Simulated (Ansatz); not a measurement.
# Tantalum, simple cubic under BLYP: from relaxation to bulk modulus

The plan for tantalum in the simple cubic structure: relax it, solve it on a dense k-mesh, then scale the cell to 7 volumes from 88 to 112 % of the relaxed one and try a fit of the equation of state. Spin polarisation is left out. The k-meshes are 12×12×12 for the relaxation; 18×18×18 for the dense run; 13×13×13 for the volumes.

This is Ta in the simple cubic structure; at room conditions it is bcc.

Program: Ansatz 0.2.0. Level of theory: DFT BLYP, plane waves (420 eV) with PAW, scalar-relativistic; PBE-made PAW files. These are calculated values, not measurements.

## 1. The structure to begin with

The structure is cubic, space group Pm-3m (No. 221). The conventional cell has a = 2.692 Å, b = 2.692 Å, c = 2.692 Å, α = 90.00°, β = 90.00°, γ = 90.00°. Ta (site symmetry m-3m) is surrounded by 6 Ta at 2.69 Å.

Coordinates:

```xyz
1
Lattice="2.6920 0.0000 0.0000 0.0000 2.6920 0.0000 0.0000 0.0000 2.6920" Properties=species:S:1:pos:R:3 pbc="T T T"
Ta    0.0000    0.0000    0.0000
```

## 2. Relaxation of the cell

Input file input.yaml:

```yaml
crystal:
  lattice:
    - [2.6919965271, 0.0, 0.0]
    - [0.0, 2.6919965271, 0.0]
    - [0.0, 0.0, 2.6919965271]
  atoms:
    - { symbol: Ta, position: [0.0, 0.0, 0.0] }
hamiltonian:
  xc: blyp
  pseudopotentials:
    kind: paw
    azcp:
      Ta: "pseudopotentials/Ta.paw.azcp"
basis:
  ecutwfc: 420
  fft_grid_basis: typed
kpoints:
  mp_grid: { grid: [12, 12, 12], shift: [0, 0, 0] }
magnetization:
  spin_polarized: false
scf:
  occupations: { method: fermi_dirac, width: 0.1 }
relax:
  max_steps: 60
  f_tol: 0.01
  cell: {}
```

Standard output:

```text
Warning: RAYON_NUM_THREADS=2 ignored (pool sized by the plan → 2); use --threads N
Engine: ansatz 0.2.0, x86_64-unknown-linux-gnu
Pseudopotentials: kind: paw
Pseudopotential: Ta, paw, valence charge 13, recommended cutoff 420 eV (normal), <dir>
Functional definition: BLYP
  parameter beta = 0.0042
  parameter a = 0.04918
  parameter b = 0.132
  parameter c = 0.2533
  parameter d = 0.349
  exchange = b88_x(beta = beta)
  correlation = lyp_c(a = a, b = b, c = c, d = d)
Crystal: 1 atoms, lattice volume = 19.508 Å³
Basis set: ecut = 420 eV, 389 PW (Γ), exchange–correlation on 36×36×36 points (8 copies of the dense FFT grid, shifted against one another)
Bands: 11, of which v1, the nominal top of the filled ones, is band 7 counted from 1 (6 counted from 0)
Symmetry: 48 space group operations
Space group: Pm-3m (ITA 221), of the structure as read, at distance tolerance 2.7e-5 Å
k-points: 84 of 1728
Non-local potential: Ta, projectors of the file, l = 0: 3, l = 1: 2, l = 2: 2, l = 3: 1
PAW form: soft (Blöchl's): semilocal exchange-correlation on the pseudo side does not see the compensation charge
PAW frozen core: Ta, regenerated for the run's functional, and the local potential with it (the file was generated under x = pbe(κ = 0.804, μ = 0.2195149727645171), c = pbe(β = 0.06672455060314922))
PAW one-centre angular grid: Ta, 590 points (default); XC on 64 Gauss nodes
Initial density: superposition of atomic densities (neutral atoms: chi_scale 0, normalization atom), corrected by the library's trained network
Initial wavefunctions: pseudopotential atomic-orbital guess
Functional: x = b88, c = lyp
SCF iter   1: F=—  HF=-9955.169116 eV  |F-HF|=—  |Δ(HF+E_count)|=         —  Δρ=1.12e-2  dr2=3.29e-2  ethr=1.77e-3  ⟨swp⟩=5.1  Hψ=5378  notcnv=0
preconditioner: auto → none  [metal: Δε(μ)=0.087 eV  Ē_g=7.563 eV  σ=0.100 eV  W_gap=0.21  n_scr=6 (ndim 8)  ℏωp=18.8 eV  f_vac=0.000  D(μ)=0.76/eV (n_scr^D=6)  sad-step TF]
SCF iter   2: F=—  HF=-9955.161661 eV  |F-HF|=—  |Δ(HF+E_count)|=   7.46e-3  Δρ=6.95e-3  dr2=1.32e-2  ethr=2.53e-4  ⟨swp⟩=1.0  Hψ=1597  notcnv=0
SCF iter   3: F=—  HF=-9955.157713 eV  |F-HF|=—  |Δ(HF+E_count)|=   3.95e-3  Δρ=6.53e-4  dr2=8.77e-5  ethr=1.01e-4  ⟨swp⟩=2.2  Hψ=1135  notcnv=0
SCF iter   4: F=—  HF=-9955.157727 eV  |F-HF|=—  |Δ(HF+E_count)|=   1.36e-5  Δρ=1.08e-4  dr2=1.11e-6  ethr=6.74e-7  ⟨swp⟩=2.1  Hψ=1149  notcnv=0
iter 5 did not close the SCF: its close was put off for the readings that it lacked (scf_convergence_deferred on its scf_iter line)
SCF iter   5: F=-9955.157727 eV  HF=-9955.157727 eV  |F-HF|=3.79e-9  |Δ(HF+E_count)|=   5.65e-7  Δρ=1.09e-5  dr2=1.98e-8  ethr=8.55e-9  ⟨swp⟩=2.2  Hψ=1183  notcnv=0
SCF iter   6: F=-9955.157727 eV  HF=-9955.157727 eV  |F-HF|=1.36e-10  |Δ(HF+E_count)|=   3.85e-9  Δρ=2.02e-6  dr2=4.31e-10  ethr=1.52e-10  ⟨swp⟩=2.0  Hψ=3158  notcnv=0
SCF 1 converged in 6 iterations: F = -9955.157727 eV  dr2 = 4.31e-10
relax step   1: F+E_penalty+E_count = -9955.15772730 eV  Δ(F+E_penalty+E_count) = +0.000e0 eV  max|allowed force component| = 0.000e0 eV/Å  Δτ_max = 0.0000 Å  P = +15.036 GPa  Ω = 19.508 Å³  (6 SCF iters, dr2 threshold 1.00e-7 eV, accepted)
Crystal: 1 atoms, lattice volume = 22.503 Å³
Basis set: ecut = 420 eV, 461 PW (Γ), exchange–correlation on 36×36×36 points (8 copies of the dense FFT grid, shifted against one another)
Initial density: handed on by an earlier stage of this run
Initial wavefunctions: those handed on with the density
iter 1 solved again at ethr=6.06e-5 eV; its pass at ethr=3.10e-3 eV (dr2=7.87e-3 eV) is discarded
SCF iter   1: F=—  HF=-9955.221464 eV  |F-HF|=—  |Δ(HF+E_count)|=         —  Δρ=5.33e-3  dr2=7.22e-3  ethr=6.06e-5  ⟨swp⟩=1.0  Hψ=6854  notcnv=0
preconditioner: auto → none  [metal: Δε(μ)=0.103 eV  Ē_g=6.587 eV  σ=0.100 eV  W_gap=0.25  n_scr=6 (ndim 8)  ℏωp=17.5 eV  f_vac=0.000  D(μ)=0.81/eV (n_scr^D=6)]
SCF iter   2: F=—  HF=-9955.220437 eV  |F-HF|=—  |Δ(HF+E_count)|=   1.03e-3  Δρ=1.95e-3  dr2=4.99e-4  ethr=5.55e-5  ⟨swp⟩=2.1  Hψ=1134  notcnv=0
SCF iter   3: F=—  HF=-9955.220761 eV  |F-HF|=—  |Δ(HF+E_count)|=   3.25e-4  Δρ=5.99e-4  dr2=4.01e-5  ethr=3.84e-6  ⟨swp⟩=1.8  Hψ=1096  notcnv=0
SCF iter   4: F=—  HF=-9955.220753 eV  |F-HF|=—  |Δ(HF+E_count)|=   8.41e-6  Δρ=6.01e-5  dr2=4.50e-7  ethr=3.08e-7  ⟨swp⟩=2.0  Hψ=1135  notcnv=0
SCF iter   5: F=-9955.220753 eV  HF=-9955.220753 eV  |F-HF|=3.93e-9  |Δ(HF+E_count)|=   4.90e-7  Δρ=3.41e-6  dr2=1.20e-9  ethr=7.69e-10  ⟨swp⟩=4.8  Hψ=2742  notcnv=0
SCF 2 converged in 5 iterations: F = -9955.220753 eV  dr2 = 1.20e-9
relax step   2: F+E_penalty+E_count = -9955.22075319 eV  Δ(F+E_penalty+E_count) = -6.303e-2 eV  max|allowed force component| = 0.000e0 eV/Å  Δτ_max = 0.0000 Å  P = -5.797 GPa  Ω = 22.503 Å³  energy of the carried Pulay correction = -6.547e-4 eV  (5 SCF iters, dr2 threshold 1.00e-7 eV, accepted)
Crystal: 1 atoms, lattice volume = 21.581 Å³
Basis set: ecut = 420 eV, 437 PW (Γ), exchange–correlation on 36×36×36 points (8 copies of the dense FFT grid, shifted against one another)
iter 1 solved again at ethr=3.71e-6 eV; its pass at ethr=3.10e-3 eV (dr2=4.82e-4 eV) is discarded
SCF iter   1: F=—  HF=-9955.240674 eV  |F-HF|=—  |Δ(HF+E_count)|=         —  Δρ=1.44e-3  dr2=4.59e-4  ethr=3.71e-6  ⟨swp⟩=1.6  Hψ=6646  notcnv=0
preconditioner: auto → none  [metal: Δε(μ)=0.136 eV  Ē_g=6.850 eV  σ=0.100 eV  W_gap=0.32  n_scr=6 (ndim 8)  ℏωp=17.9 eV  f_vac=0.000  D(μ)=0.78/eV (n_scr^D=6)]
SCF iter   2: F=—  HF=-9955.240620 eV  |F-HF|=—  |Δ(HF+E_count)|=   5.41e-5  Δρ=5.37e-4  dr2=3.34e-5  ethr=3.53e-6  ⟨swp⟩=2.0  Hψ=1129  notcnv=0
SCF iter   3: F=—  HF=-9955.240607 eV  |F-HF|=—  |Δ(HF+E_count)|=   1.33e-5  Δρ=1.61e-4  dr2=2.52e-6  ethr=2.57e-7  ⟨swp⟩=2.2  Hψ=1231  notcnv=0
SCF iter   4: F=-9955.240610 eV  HF=-9955.240610 eV  |F-HF|=1.99e-8  |Δ(HF+E_count)|=   3.67e-6  Δρ=1.61e-5  dr2=3.87e-8  ethr=7.69e-10  ⟨swp⟩=3.1  Hψ=3528  notcnv=0
SCF 3 converged in 4 iterations: F = -9955.240610 eV  dr2 = 3.87e-8
relax step   3: F+E_penalty+E_count = -9955.24061030 eV  Δ(F+E_penalty+E_count) = -1.986e-2 eV  max|allowed force component| = 0.000e0 eV/Å  Δτ_max = 0.0000 Å  P = -0.863 GPa  Ω = 21.581 Å³  energy of the carried Pulay correction = -4.633e-4 eV  (4 SCF iters, dr2 threshold 1.00e-7 eV, accepted)
Crystal: 1 atoms, lattice volume = 21.444 Å³
iter 1 solved again at ethr=1.08e-7 eV; its pass at ethr=3.10e-3 eV (dr2=1.40e-5 eV) is discarded
SCF iter   1: F=—  HF=-9955.241058 eV  |F-HF|=—  |Δ(HF+E_count)|=         —  Δρ=2.29e-4  dr2=1.11e-5  ethr=1.08e-7  ⟨swp⟩=2.2  Hψ=6300  notcnv=0
preconditioner: auto → none  [metal: Δε(μ)=0.137 eV  Ē_g=6.899 eV  σ=0.100 eV  W_gap=0.32  n_scr=6 (ndim 8)  ℏωp=17.9 eV  f_vac=0.000  D(μ)=0.78/eV (n_scr^D=6)]
SCF iter   2: F=—  HF=-9955.241025 eV  |F-HF|=—  |Δ(HF+E_count)|=   3.28e-5  Δρ=8.88e-5  dr2=9.01e-7  ethr=8.52e-8  ⟨swp⟩=2.0  Hψ=1124  notcnv=0
SCF iter   3: F=-9955.241026 eV  HF=-9955.241026 eV  |F-HF|=9.34e-8  |Δ(HF+E_count)|=   7.40e-7  Δρ=2.58e-5  dr2=6.43e-8  ethr=7.69e-10  ⟨swp⟩=4.1  Hψ=2780  notcnv=0
SCF 4 converged in 3 iterations: F = -9955.241026 eV  dr2 = 6.43e-8
relax step   4: F+E_penalty+E_count = -9955.24102613 eV  Δ(F+E_penalty+E_count) = -4.158e-4 eV  max|allowed force component| = 0.000e0 eV/Å  Δτ_max = 0.0000 Å  P = -0.031 GPa  Ω = 21.444 Å³  energy of the carried Pulay correction = -4.340e-4 eV  (3 SCF iters, dr2 threshold 1.00e-7 eV, accepted)
Basis set: ecut = 420 eV, 437 PW (Γ), exchange–correlation on 40×40×40 points (8 copies of the dense FFT grid, shifted against one another)
Initial wavefunctions: pseudopotential atomic-orbital guess (no wavefunctions were taken with the density)
iter 1 solved again at ethr=9.23e-8 eV; its pass at ethr=3.10e-3 eV (dr2=1.20e-5 eV) is discarded
SCF iter   1: F=—  HF=-9955.240910 eV  |F-HF|=—  |Δ(HF+E_count)|=         —  Δρ=6.22e-4  dr2=2.37e-6  ethr=9.23e-8  ⟨swp⟩=3.0  Hψ=7738  notcnv=0
preconditioner: auto → none  [metal: Δε(μ)=0.137 eV  Ē_g=6.900 eV  σ=0.100 eV  W_gap=0.32  n_scr=6 (ndim 8)  ℏωp=17.9 eV  f_vac=0.000  D(μ)=0.78/eV (n_scr^D=6)]
SCF iter   2: F=—  HF=-9955.241448 eV  |F-HF|=—  |Δ(HF+E_count)|=   5.38e-4  Δρ=3.10e-4  dr2=5.74e-7  ethr=1.83e-8  ⟨swp⟩=1.0  Hψ=924  notcnv=0
SCF iter   3: F=—  HF=-9955.241644 eV  |F-HF|=—  |Δ(HF+E_count)|=   1.96e-4  Δρ=5.36e-6  dr2=2.93e-9  ethr=4.41e-9  ⟨swp⟩=1.0  Hψ=935  notcnv=0
SCF iter   4: F=—  HF=-9955.241644 eV  |F-HF|=—  |Δ(HF+E_count)|=   2.88e-8  Δρ=1.01e-6  dr2=9.99e-11  ethr=2.26e-11  ⟨swp⟩=2.0  Hψ=1482  notcnv=0
SCF iter   5: F=-9955.241644 eV  HF=-9955.241644 eV  |F-HF|=2.00e-11  |Δ(HF+E_count)|=   1.04e-9  Δρ=2.34e-7  dr2=7.80e-12  ethr=1.00e-12  ⟨swp⟩=5.7  Hψ=3338  notcnv=0
SCF 5 converged in 5 iterations: F = -9955.241644 eV  dr2 = 7.80e-12
relax step   5: F+E_penalty+E_count = -9955.24164417 eV  Δ(F+E_penalty+E_count) = -6.180e-4 eV  max|allowed force component| = 0.000e0 eV/Å  Δτ_max = 0.0000 Å  P = -0.003 GPa  Ω = 21.444 Å³  stress off target by 2.68e-3 GPa  SCF on the basis re-selected at this cell (its energy is not comparable with the rows above)  (5 SCF iters)
basis re-selected at this cell: Δ(F+E_penalty+E_count) = -6.180e-4 eV, ΔP = +0.029 GPa vs the last step (what re-selecting the basis moved, of the pressure what is left beyond the Pulay correction that the steps carried, after the strain that the cell walked since its last selection, with what the two solves' SCF thresholds leave and, on support functions, any second-order correction that the steps lacked; it is no measure of the basis error at this ecutwfc). The dense FFT grid was sized anew with the basis: this SCF ran on 20×20×20 points, the steps before it on 18×18×18, so part of this shift can come from that change (see relax.cell in the input reference). This SCF's stress stands 2.68e-3 GPa from its target on what of the cell is left free (relax.cell.stress_tol is 5.00e-2 GPa) and its largest allowed force component is 0.00e0 eV/Å (relax.f_tol is 1.00e-2 eV/Å): within both
SCF converged after 5 iterations
Free energy (F): -9955.241644 eV
Harris-Foulkes:  -9955.241644 eV  (|F-HF|=2.00e-11)
Internal energy: -9955.213688 eV  (E = F + TS)
E sigma→0 (E₀):  -9955.227666 eV
Entropy (-TS):   -0.027956 eV (-27.956 meV/atom)
Fermi energy:    15.734789 eV
--- Per-component energies (eV) ---
  E_band       = -143.417055
  E_kinetic    = 364.097884
  E_local      = -696.481674  (includes V_loc(G=0)·N_el)
  E_nonlocal   = 15.498192
  E_hartree    = 241.849990
  E_xc         = -213.821926
  E_vxc        = -198.222298  (∫ρ·V_xc dr)
  E_paw        = -8423.950035  (= ΣΔE_a)
  E_vpaw       = -112.009369  (= ΣTr[D̂ρ^β])
  E_aug_tail   = 0.000162  (compensation charges beyond the density's cutoff)
  E_ewald      = -1242.640972
  E_core_change = 0.234691  (= ΣΔE_core)
  E_smearing   = -0.027956  (= −TS)
  E_closure    = 0.000000  (closes the sum)
  Σ components = -9955.241644   (vs F -9955.241644, Δ=0.00e0)
--- Forces (eV/Å), atoms counted from 1 ---
  atom   1  Ta    -0.00000000    -0.00000000    -0.00000000
  max |Σ_I F_I| component: 7.19e-33 eV/Å
--- Stress (GPa, compression-positive) ---
       -0.002680      -0.000000       0.000000
       -0.000000      -0.002680      -0.000000
        0.000000      -0.000000      -0.002680
  P = ⅓ Tr σ = -0.0027 GPa (-0.027 kbar)
--- Relaxed structure (4 steps of the walk, 4 accepted, 1 SCFs on fresh bases) ---
  F+E_penalty+E_count = -9955.24164417 eV   max|allowed force component| = 0.000e0 eV/Å   (the final SCF, on the basis selected at the relaxed cell)
  cell:  # Å, volume = 21.4439 Å³
    - [2.7782269005970326, -5.135813185032629e-34, -1.0432120532097526e-33]
    - [-3.8518598887744704e-34, 2.7782269005970326, 0.0]
    - [-1.0432120532097526e-33, 0.0, 2.7782269005970326]
  atoms:
    - { symbol: Ta, position: [0.0, 0.0, 0.0] }
```

Run time: 2.1 s. Hardware: 2 threads of Intel Xeon Platinum 8488C (Sapphire Rapids), shared host; peak memory 0.36 GiB.

The walk, from the log:

```csv
step,energy change (meV/atom),largest force (eV/Å),pressure (GPa),volume (Å³/atom)
1,0.00,0.0000,15.04,19.508
2,-63.03,0.0000,-5.80,22.503
3,-82.88,0.0000,-0.86,21.581
4,-83.30,0.0000,-0.03,21.444
5,-83.92,0.0000,0.00,21.444
```

Steps that repeat a cell are solved on a basis chosen anew, so their changes of energy are no gain of the relaxation.

The cell of the run, before and after:

|  | before | after | change |
| --- | --- | --- | --- |
| a (Å) | 2.692 | 2.778 | +3.2 % |
| b (Å) | 2.692 | 2.778 | +3.2 % |
| c (Å) | 2.692 | 2.778 | +3.2 % |
| volume (Å³/atom) | 19.508 | 21.444 | +9.9 % |
| shortest distance (Å) | 2.692 | 2.778 | +3.2 % |
| space group (spins left aside) | Pm-3m | Pm-3m | same |

## 3. The energy on a finer k-mesh

Input file input.yaml:

```yaml
crystal:
  lattice:
    - [2.7782269006, 0.0, 0.0]
    - [0.0, 2.7782269006, 0.0]
    - [0.0, 0.0, 2.7782269006]
  atoms:
    - { symbol: Ta, position: [0.0, 0.0, 0.0] }
hamiltonian:
  xc: blyp
  pseudopotentials:
    kind: paw
    azcp:
      Ta: "pseudopotentials/Ta.paw.azcp"
basis:
  ecutwfc: 420
  fft_grid_basis: typed
kpoints:
  mp_grid: { grid: [18, 18, 18], shift: [0, 0, 0] }
magnetization:
  spin_polarized: false
scf:
  occupations: { method: fermi_dirac, width: 0.1 }
```

Standard output (excerpt; [...] marks lines left out):

```text
Warning: RAYON_NUM_THREADS=2 ignored (pool sized by the plan → 2); use --threads N
[...]
[... 3 set-up lines as earlier in the session ...]
[...]
Crystal: 1 atoms, lattice volume = 21.444 Å³
Basis set: ecut = 420 eV, 437 PW (Γ), exchange–correlation on 40×40×40 points (8 copies of the dense FFT grid, shifted against one another)
Bands: 11, of which v1, the nominal top of the filled ones, is band 7 counted from 1 (6 counted from 0)
[... 1 set-up line as earlier in the session ...]
Space group: Pm-3m (ITA 221), of the structure as read, at distance tolerance 2.8e-5 Å
k-points: 220 of 5832
[...]
SCF iter   1: F=—  HF=-9955.232763 eV  |F-HF|=—  |Δ(HF+E_count)|=         —  Δρ=8.62e-3  dr2=2.48e-2  ethr=1.77e-3  ⟨swp⟩=5.0  Hψ=14040  notcnv=0
[...]
SCF iter   6: F=-9955.225497 eV  HF=-9955.225497 eV  |F-HF|=5.98e-10  |Δ(HF+E_count)|=   1.55e-8  Δρ=1.88e-6  dr2=3.84e-10  ethr=4.26e-10  ⟨swp⟩=1.0  Hψ=7046  notcnv=0
[...]
SCF converged after 6 iterations
Free energy (F): -9955.225497 eV
[...]
E sigma→0 (E₀):  -9955.205667 eV
Entropy (-TS):   -0.039659 eV (-39.659 meV/atom)
Fermi energy:    15.750332 eV
[...]
```

Run time: 1.1 s. Hardware: 2 threads of Intel Xeon Platinum 8488C (Sapphire Rapids), shared host; peak memory 0.38 GiB.

## 4. At 88 % of the relaxed volume

Input file input.yaml:

```yaml
crystal:
  lattice:
    - [2.6623303078, 0.0, 0.0]
    - [0.0, 2.6623303078, 0.0]
    - [0.0, 0.0, 2.6623303078]
  atoms:
    - { symbol: Ta, position: [0.0, 0.0, 0.0] }
hamiltonian:
  xc: blyp
  pseudopotentials:
    kind: paw
    azcp:
      Ta: "pseudopotentials/Ta.paw.azcp"
basis:
  ecutwfc: 420
  fft_grid_basis: typed
kpoints:
  mp_grid: { grid: [13, 13, 13], shift: [0, 0, 0] }
magnetization:
  spin_polarized: false
scf:
  occupations: { method: fermi_dirac, width: 0.1 }
  lower_state_search: "off"
output:
  stress: true
```

Standard output (excerpt; [...] marks lines left out):

```text
Warning: RAYON_NUM_THREADS=2 ignored (pool sized by the plan → 2); use --threads N
[...]
[... 3 set-up lines as earlier in the session ...]
[...]
Crystal: 1 atoms, lattice volume = 18.871 Å³
Basis set: ecut = 420 eV, 365 PW (Γ), exchange–correlation on 36×36×36 points (8 copies of the dense FFT grid, shifted against one another)
Bands: 11, of which v1, the nominal top of the filled ones, is band 7 counted from 1 (6 counted from 0)
[... 2 set-up lines as earlier in the session ...]
k-points: 84 of 2197
[...]
SCF iter   1: F=—  HF=-9955.082102 eV  |F-HF|=—  |Δ(HF+E_count)|=         —  Δρ=1.14e-2  dr2=3.29e-2  ethr=1.77e-3  ⟨swp⟩=5.0  Hψ=5415  notcnv=0
[...]
SCF iter   6: F=-9955.070854 eV  HF=-9955.070854 eV  |F-HF|=3.67e-10  |Δ(HF+E_count)|=   8.02e-9  Δρ=1.55e-6  dr2=2.76e-10  ethr=2.54e-10  ⟨swp⟩=2.0  Hψ=3196  notcnv=0
[...]
SCF converged after 6 iterations
Free energy (F): -9955.070854 eV
[...]
E sigma→0 (E₀):  -9955.056304 eV
Entropy (-TS):   -0.029099 eV (-29.099 meV/atom)
Fermi energy:    18.251018 eV
[...]
--- Stress (GPa, compression-positive) ---
       21.476899      -0.000000      -0.000000
       -0.000000      21.476899       0.000000
        0.000000       0.000000      21.476899
  P = ⅓ Tr σ = 21.4769 GPa (214.769 kbar)
```

Wall time 0.71 s (2 threads of Intel Xeon Platinum 8488C (Sapphire Rapids), shared host); peak memory 0.34 GiB.

## 5. At 92 % of the relaxed volume

input.yaml, as its differences from that of step 4:

```diff
@@ -2,5 +2,5 @@
   lattice:
-    - [2.6623303078, 0.0, 0.0]
-    - [0.0, 2.6623303078, 0.0]
-    - [0.0, 0.0, 2.6623303078]
+    - [2.7020724402, 0.0, 0.0]
+    - [0.0, 2.7020724402, 0.0]
+    - [0.0, 0.0, 2.7020724402]
   atoms:
```

Standard output (excerpt; [...] marks lines left out):

```text
Warning: RAYON_NUM_THREADS=2 ignored (pool sized by the plan → 2); use --threads N
[...]
[... 3 set-up lines as earlier in the session ...]
[...]
Crystal: 1 atoms, lattice volume = 19.728 Å³
Basis set: ecut = 420 eV, 389 PW (Γ), exchange–correlation on 40×40×40 points (8 copies of the dense FFT grid, shifted against one another)
Bands: 11, of which v1, the nominal top of the filled ones, is band 7 counted from 1 (6 counted from 0)
[... 2 set-up lines as earlier in the session ...]
k-points: 84 of 2197
[...]
SCF iter   1: F=—  HF=-9955.171100 eV  |F-HF|=—  |Δ(HF+E_count)|=         —  Δρ=9.96e-3  dr2=2.82e-2  ethr=1.77e-3  ⟨swp⟩=5.0  Hψ=5369  notcnv=0
[...]
SCF iter   6: F=-9955.161858 eV  HF=-9955.161858 eV  |F-HF|=2.98e-10  |Δ(HF+E_count)|=   2.82e-9  Δρ=1.42e-6  dr2=2.14e-10  ethr=1.98e-10  ⟨swp⟩=2.0  Hψ=3183  notcnv=0
[...]
SCF converged after 6 iterations
Free energy (F): -9955.161858 eV
[...]
E sigma→0 (E₀):  -9955.146299 eV
Entropy (-TS):   -0.031118 eV (-31.118 meV/atom)
Fermi energy:    17.347125 eV
[...]
--- Stress (GPa, compression-positive) ---
       12.821816      -0.000000      -0.000000
        0.000000      12.821816       0.000000
        0.000000       0.000000      12.821816
  P = ⅓ Tr σ = 12.8218 GPa (128.218 kbar)
```

It took 0.67 s on 2 threads of Intel Xeon Platinum 8488C (Sapphire Rapids), shared host; peak memory 0.34 GiB.

## 6. At 96 % of the relaxed volume

input.yaml, as its differences from that of step 5:

```diff
@@ -2,5 +2,5 @@
   lattice:
-    - [2.7020724402, 0.0, 0.0]
-    - [0.0, 2.7020724402, 0.0]
-    - [0.0, 0.0, 2.7020724402]
+    - [2.740678691, 0.0, 0.0]
+    - [0.0, 2.740678691, 0.0]
+    - [0.0, 0.0, 2.740678691]
   atoms:
```

Standard output (excerpt; [...] marks lines left out):

```text
Warning: RAYON_NUM_THREADS=2 ignored (pool sized by the plan → 2); use --threads N
[...]
[... 3 set-up lines as earlier in the session ...]
[...]
Crystal: 1 atoms, lattice volume = 20.586 Å³
Basis set: ecut = 420 eV, 389 PW (Γ), exchange–correlation on 40×40×40 points (8 copies of the dense FFT grid, shifted against one another)
Bands: 11, of which v1, the nominal top of the filled ones, is band 7 counted from 1 (6 counted from 0)
[... 2 set-up lines as earlier in the session ...]
k-points: 84 of 2197
[...]
SCF iter   1: F=—  HF=-9955.218631 eV  |F-HF|=—  |Δ(HF+E_count)|=         —  Δρ=8.92e-3  dr2=2.48e-2  ethr=1.77e-3  ⟨swp⟩=5.0  Hψ=5365  notcnv=0
[...]
SCF iter   6: F=-9955.211032 eV  HF=-9955.211032 eV  |F-HF|=4.75e-10  |Δ(HF+E_count)|=   1.07e-8  Δρ=1.53e-6  dr2=2.66e-10  ethr=2.96e-10  ⟨swp⟩=2.0  Hψ=3205  notcnv=0
[...]
SCF converged after 6 iterations
Free energy (F): -9955.211032 eV
[...]
E sigma→0 (E₀):  -9955.194267 eV
Entropy (-TS):   -0.033530 eV (-33.530 meV/atom)
Fermi energy:    16.518648 eV
[...]
--- Stress (GPa, compression-positive) ---
        5.787948       0.000000       0.000000
       -0.000000       5.787948       0.000000
        0.000000       0.000000       5.787948
  P = ⅓ Tr σ = 5.7879 GPa (57.879 kbar)
```

Run time: 0.68 s. Hardware: 2 threads of Intel Xeon Platinum 8488C (Sapphire Rapids), shared host; peak memory 0.34 GiB.

(Part 1 of 2 ends here.)
